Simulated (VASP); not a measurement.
Set up this calculation in VASP 6.6.1, as the native input.

| Property | Result |
| --- | --- |
| Task | relaxation of cell and atoms |
| Functional | vdW-DF2 |
| Potentials or basis | VASP PAW PBE potentials, release 64 (Os) |
| Cutoff | 600 eV |
| k mesh | 11 × 11 × 6 |
| Occupations | fermi-dirac, width 0.05 eV |
| Spin | no spin polarisation |
| Further INCAR settings | ALGO = Fast; EDIFF = 1e-06; IBRION = 2; EDIFFG = -0.005; NSW = 60; ISIF = 3 |

The structure of Os lies in POSCAR:

```
Os
1.0
    2.7341000000      0.0000000000      0.0000000000
   -1.3670500000      2.3678000565      0.0000000000
    0.0000000000      0.0000000000      4.3197000000
Os
2
Direct
    0.6666666667      0.3333333333      0.7500000000
    0.3333333333      0.6666666667      0.2500000000
```

One way to write it, as run:

INCAR

```
SYSTEM = Os
PREC = Accurate
ENCUT = 600
EDIFF = 1E-6
ISMEAR = -1
SIGMA = 0.05
LREAL = .FALSE.
LASPH = .TRUE.
NELM = 100
ALGO = Fast
ISIF = 3
LWAVE = .FALSE.
LCHARG = .FALSE.
GGA = ML
LUSE_VDW = .TRUE.
AGGAC = 0.0
ZAB_VDW = -1.8867
IBRION = 2
NSW = 60
EDIFFG = -0.005
```

KPOINTS

```
regular mesh
0
G
  11 11 6
  0 0 0
```

Potentials or basis: VASP PAW PBE potentials, release 64 (Os).

The run is started by

```console
$ cat potpaw_PBE.64/Os/POTCAR > POTCAR
$ mpirun -np 1 vasp_std > vasp.out
```

Results of the run:

The relaxed volume is 15.38 Å³/atom, the relaxed cell is a = 2.824 Å, b = 2.824 Å, c = 4.453 Å, α = 90.00°, β = 90.00°, γ = 120.00° and the space group after relaxing (to 0.05 Å) is P6_3/mmc (No. 194). The energy gained by relaxing is 153.4 meV/atom. The ionic steps are 10, the pressure after relaxing is 0.0 GPa and the band gap on the k mesh is none (metal or under the smearing width).

Caveat: the PAW data sets were made with another functional, which shifts forces and pressure a little.

Run time: 3.8 min on 1 thread of Intel(R) Xeon(R) 6975P-C (Granite Rapids) (shared host), peak memory 0.31 GiB.
